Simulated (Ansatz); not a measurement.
TiAl₃ at 11 GPa (stress–strain coefficients): relaxed-ion elastic tensor

Level of theory: DFT PBE, scalar-relativistic, plane waves, PAW in Ansatz. Cutoff 420 eV, 16×16×16 k-points (Γ-centred), Fermi-Dirac smearing of 0.15 eV. No spin polarisation.

The cell, relaxed at 11 GPa:
```yaml
crystal:
  lattice:
    - [-1.87177, 1.87177, 4.17225]
    - [1.87177, -1.87177, 4.17225]
    - [1.87177, 1.87177, -4.17225]
  atoms:
    - { symbol: Ti, position: [0.00000, 0.00000, 0.00000] }
    - { symbol: Al, position: [0.50000, 0.50000, 0.00000] }
    - { symbol: Al, position: [0.75000, 0.25000, 0.50000] }
    - { symbol: Al, position: [0.25000, 0.75000, 0.50000] }
```

In a metal, frequencies and elastic constants depend on the k mesh and the smearing, soft modes and shear constants most.

(1) Give the relaxed-ion elastic constants (GPa, Voigt order xx yy zz yz xz xy, on the axes of the cell above).

(2) Is the crystal stable against homogeneous strain?

(3) And the moduli of a polycrystal (Hill averages)?

Results:

(1)
C11 = 248.6, C12 = 122.1, C13 = 76.0, C22 = 248.6, C23 = 76.0, C33 = 284.2, C44 = 120.1, C55 = 120.1, C66 = 163.2 GPa; the others vanish.

(2) Yes: the least eigenvalue of the tensor is 120.1 GPa.

(3) B = 148 GPa, G = 109 GPa, E = 263 GPa, ν = 0.20.

Cost: 1 run of about 8.6 core-minutes, on Intel Xeon Platinum 8488C (Sapphire Rapids) (shared hosts).